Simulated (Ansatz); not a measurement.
G0W0 run on TiO2 (P4_2/mnm)

The calculation used G0W0@PBE, plasmon-pole screening, hard PAW set made for 700 eV in Ansatz.

Input files:

```json
{
 "crystal": {"lattice": [[4.594, 0.0, 0.0], [0.0, 4.594, 0.0], [0.0, 0.0, 2.959]], "atoms": [{"symbol": "Ti", "position": [0, 0, 0]}, {"symbol": "Ti", "position": [0.5, 0.5, 0.5]}, {"symbol": "O", "position": [0.3048, 0.3048, 0]}, {"symbol": "O", "position": [0.6952, 0.6952, 0]}, {"symbol": "O", "position": [0.8048, 0.1952, 0.5]}, {"symbol": "O", "position": [0.1952, 0.8048, 0.5]}]},
 "kpoints": {"mp_grid": {"grid": [4, 4, 6], "shift": [0, 0, 0]}},
 "hamiltonian": {"xc": "pbe", "pseudopotentials": {"kind": "paw", "azcp": {"Ti": "pseudopotentials/Ti.paw.azcp", "O": "pseudopotentials/O.paw.azcp"}}},
 "scf": {"occupations": {"method": "fixed"}, "convergence": {"dr2_threshold": "1e-9 eV"}, "lower_state_search": "off"},
 "output": {"forces": false, "stress": false},
 "gw": {"n_empty_bands": 605, "ecut_chi": 180.0, "qp_bands": ["v1", "c1"], "qp_kpoints": [[0, 0, 0]], "ecutfock_ratio": 2},
 "basis": {"ecutwfc": 700}
}
```

The input is rewritten from the run's settings (development build, wave cutoff 700 eV).

Levels count from the highest filled Kohn-Sham level listed; ε_QP = ε_KS + Z(Σ − Vxc). VB is the top filled band, CB the lowest empty one.

```csv
k,band,ε_KS (eV),Σx − Vxc (eV),Σc (eV),Z,ε_QP (eV)
Γ,VB,0.00,-4.75,4.40,0.76,-0.27
Γ,CB,1.88,8.30,-6.87,0.78,2.99
```

The gap (direct at Γ) opens from 1.88 eV to 3.26 eV.

Band sums or response are cut, so the gap isn't at its basis limit. The gap is read among the points solved; the crystal's band edges can lie elsewhere.
